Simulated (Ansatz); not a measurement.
A plane-wave DFT run in Ansatz 0.2.0 (scalar-relativistic PAW potentials unless the input names others): input and command.

```yaml
crystal:
  lattice:
    - [3.340279653, 0.0, 0.0]
    - [0.0, 35.2551738442, 0.0]
    - [0.0, 0.0, 4.426395783]
  atoms:
    - { symbol: P, position: [0.0, 0.969788761, 0.584754165] }
    - { symbol: P, position: [0.0, 0.030211239, 0.415245835] }
    - { symbol: P, position: [0.5, 0.030211239, 0.084754165] }
    - { symbol: P, position: [0.5, 0.969788761, 0.915245835] }
basis:
  ecutwfc: 420
  ecutrho_ratio: 2
kpoints:
  mp_grid: { grid: [8, 1, 6] }
hamiltonian:
  xc: pbe
scf:
  occupations: { method: gaussian, width: 0.02 }
  max_iter: 80
output:
  forces: true
  eigenvalues: true
  stress: true
relax:
  adjacent_minimum: "off"
  f_tol: 0.008
  max_steps: 40
  cell: { stress_tol: 0.015, fix: [c, angles] }
```

```bash
ansatz run input.yaml --threads 1 --pin off --max-ram 2560MiB --backend cpu --events-out ev --progress --plain --runs-dir out
```

Abridged log:
```
Basis set: ecut = 420 eV, 10265 PW (Γ), exchange–correlation on 40×432×60 points (8 copies of the dense FFT grid, shifted against one another)
Bands: 14, of which v1, the nominal top of the filled ones, is band 10 counted from 1 (9 counted from 0)
Symmetry: 8 space group operations
k-points: 20 of 48
SCF iter   1: F=—  HF=-3022.634220 eV  |F-HF|=—  |Δ(HF+E_count)|=         —  Δρ=1.05e-3  dr2=7.28e-3  ethr=1.77e-3  ⟨swp⟩=12.0  Hψ=2667  notcnv=0
SCF iter   2: F=—  HF=-3022.633179 eV  |F-HF|=—  |Δ(HF+E_count)|=   1.04e-3  Δρ=4.25e-4  dr2=6.38e-4  ethr=3.64e-5  ⟨swp⟩=3.1  Hψ=757  notcnv=0
SCF iter   3: F=—  HF=-3022.633363 eV  |F-HF|=—  |Δ(HF+E_count)|=   1.84e-4  Δρ=1.63e-4  dr2=1.06e-4  ethr=3.19e-6  ⟨swp⟩=2.4  Hψ=449  notcnv=0
SCF iter   4: F=—  HF=-3022.633422 eV  |F-HF|=—  |Δ(HF+E_count)|=   5.81e-5  Δρ=4.43e-5  dr2=8.41e-6  ethr=5.30e-7  ⟨swp⟩=2.4  Hψ=485  notcnv=0
SCF iter   5: F=—  HF=-3022.633388 eV  |F-HF|=—  |Δ(HF+E_count)|=   3.39e-5  Δρ=7.68e-6  dr2=2.06e-7  ethr=4.20e-8  ⟨swp⟩=2.1  Hψ=473  notcnv=0
SCF iter   6: F=-3022.633388 eV  HF=-3022.633388 eV  |F-HF|=5.29e-10  |Δ(HF+E_count)|=   1.36e-7  Δρ=6.01e-7  dr2=2.08e-9  ethr=5.00e-10  ⟨swp⟩=8.2  Hψ=1620  notcnv=0
SCF 1 converged in 6 iterations: F = -3022.633388 eV  dr2 = 2.08e-9
relax step   1: F+E_penalty+E_count = -3022.63338778 eV  Δ(F+E_penalty+E_count) = +0.000e0 eV  max|allowed force component| = 2.086e-1 eV/Å  Δτ_max = 0.0000 Å  P = +0.126 GPa  Ω = 521.262 Å³  fix = [c, alpha, beta, gamma]  reactions: c +0.420 GPa (6 SCF iters, dr2 threshold 1.00e-7 eV, accepted)
Crystal: 4 atoms, lattice volume = 518.722 Å³
Basis set: ecut = 420 eV, 10213 PW (Γ), exchange–correlation on 40×432×60 points (8 copies of the dense FFT grid, shifted against one another)
Initial density: handed on by an earlier stage of this run
Initial wavefunctions: those handed on with the density
SCF iter   1: F=—  HF=-3022.637044 eV  |F-HF|=—  |Δ(HF+E_count)|=         —  Δρ=3.08e-4  dr2=4.55e-4  ethr=2.46e-6  ⟨swp⟩=3.5  Hψ=2841  notcnv=0
SCF iter   2: F=—  HF=-3022.636957 eV  |F-HF|=—  |Δ(HF+E_count)|=   8.72e-5  Δρ=1.50e-4  dr2=7.11e-5  ethr=2.28e-6  ⟨swp⟩=2.5  Hψ=449  notcnv=0
   ...
SCF iter   5: F=-3022.638270 eV  HF=-3022.638270 eV  |F-HF|=1.46e-10  |Δ(HF+E_count)|=   1.78e-8  Δρ=5.89e-7  dr2=2.81e-9  ethr=2.23e-10  ⟨swp⟩=7.8  Hψ=1627  notcnv=0
SCF 8 converged in 5 iterations: F = -3022.638270 eV  dr2 = 2.81e-9
relax step   8: F+E_penalty+E_count = -3022.63827033 eV  Δ(F+E_penalty+E_count) = -1.408e-4 eV  max|allowed force component| = 5.148e-3 eV/Å  Δτ_max = 0.0042 Å  P = +0.076 GPa  Ω = 549.112 Å³  energy of the carried Pulay correction = -6.191e-4 eV  fix = [c, alpha, beta, gamma]  reactions: c +0.246 GPa (5 SCF iters, dr2 threshold 4.46e-8 eV, accepted)
Initial wavefunctions: pseudopotential atomic-orbital guess (no wavefunctions were taken with the density)
SCF iter   1: F=—  HF=-3022.632313 eV  |F-HF|=—  |Δ(HF+E_count)|=         —  Δρ=9.34e-5  dr2=2.32e-6  ethr=1.06e-6  ⟨swp⟩=3.6  Hψ=3512  notcnv=0
SCF iter   2: F=—  HF=-3022.635818 eV  |F-HF|=—  |Δ(HF+E_count)|=   3.51e-3  Δρ=4.83e-5  dr2=6.34e-7  ethr=1.16e-8  ⟨swp⟩=3.0  Hψ=662  notcnv=0
SCF iter   3: F=—  HF=-3022.637610 eV  |F-HF|=—  |Δ(HF+E_count)|=   1.79e-3  Δρ=3.69e-6  dr2=5.61e-8  ethr=3.17e-9  ⟨swp⟩=3.0  Hψ=661  notcnv=0
SCF iter   4: F=—  HF=-3022.637611 eV  |F-HF|=—  |Δ(HF+E_count)|=   9.30e-7  Δρ=1.33e-6  dr2=1.37e-8  ethr=2.80e-10  ⟨swp⟩=2.2  Hψ=494  notcnv=0
SCF iter   5: F=—  HF=-3022.637611 eV  |F-HF|=—  |Δ(HF+E_count)|=   3.10e-8  Δρ=3.31e-7  dr2=1.94e-10  ethr=6.85e-11  ⟨swp⟩=2.0  Hψ=420  notcnv=0
SCF iter   6: F=—  HF=-3022.637611 eV  |F-HF|=—  |Δ(HF+E_count)|=   2.71e-9  Δρ=1.12e-7  dr2=3.90e-11  ethr=1.00e-12  ⟨swp⟩=2.8  Hψ=592  notcnv=0
SCF iter   7: F=-3022.637611 eV  HF=-3022.637611 eV  |F-HF|=5.78e-11  |Δ(HF+E_count)|=   1.23e-9  Δρ=2.26e-8  dr2=2.21e-12  ethr=1.00e-12  ⟨swp⟩=6.5  Hψ=1847  notcnv=0
SCF 9 converged in 7 iterations: F = -3022.637611 eV  dr2 = 2.21e-12
SCF converged after 7 iterations
Free energy (F): -3022.637611 eV
Harris-Foulkes:  -3022.637611 eV  (|F-HF|=5.78e-11)
Internal energy: -3022.637611 eV  (E = F + TS)
E sigma→0 (E₀):  -3022.637611 eV
Fermi energy:    -2.860805 eV
--- Forces (eV/Å), atoms counted from 1 ---
  atom   1  P      0.00000000     0.00712304     0.00459032
  atom   2  P      0.00000000    -0.00712304    -0.00459032
  atom   3  P      0.00000000    -0.00712304     0.00459032
  atom   4  P      0.00000000     0.00712304    -0.00459032
--- Stress (GPa, compression-positive) ---
       -0.013003       0.000000       0.000000
        0.000000       0.002306       0.000000
        0.000000       0.000000       0.248336
  P = ⅓ Tr σ = 0.0792 GPa (0.792 kbar)
--- Relaxed structure (8 steps of the walk, 8 accepted, 1 SCFs on fresh bases) ---
  F+E_penalty+E_count = -3022.63761129 eV   max|allowed force component| = 7.123e-3 eV/Å   (the final SCF, on the basis selected at the relaxed cell)
  cell:  # Å, volume = 549.1122 Å³
    - [3.33501637, -1.90519592e-112, 0.0]
    - [-2.01085000e-111, 37.19742797, 4.46512505e-127]
    - [0.0, 5.60610218e-128, 4.426395783]
  atoms:
    - { symbol: P, position: [0.0, 0.97135635, 0.58245459] }
    - { symbol: P, position: [0.0, 0.02864364, 0.41754540] }
    - { symbol: P, position: [0.49999999, 0.02864364, 0.08245459] }
    - { symbol: P, position: [0.49999999, 0.97135635, 0.91754540] }
```

Problem. What should be changed?

Solution. The fault is a density cutoff too low for products of the waves, which reach up to 4 times the waves' cutoff (basis.ecutrho_ratio: not typed → 2, the first being the value of the sound run). Setting it back cures it. The log, from which this was withheld above, says: «Warning: basis.ecutrho_ratio = 2 (ecutrho = 840 eV) is below the records' recommended 1680 eV» «settings of this run that can trade accuracy for cost: basis.ecutrho_ratio < 4. Do not mix this run's numbers with those of runs without the same settings; the input reference describes each key» The run converged all the same, with an energy at zero smearing 1.07 meV/atom below the reference's, a relaxed volume of 137.28 Å³/atom, pressure 0.08 GPa, largest force 0.008 eV/Å, gap on the mesh 0.74 eV, so convergence alone doesn't show that an input is right. A reference run from the same start on usual settings converged, and the end of its own relaxation has a relaxed volume of 130.03 Å³/atom, pressure 0.09 GPa, largest force 0.001 eV/Å, gap on the mesh 0.74 eV.

It took 94 s on 1 thread of Intel(R) Xeon(R) Platinum 8488C (Sapphire Rapids) (shared host), peak memory 0.65 GiB.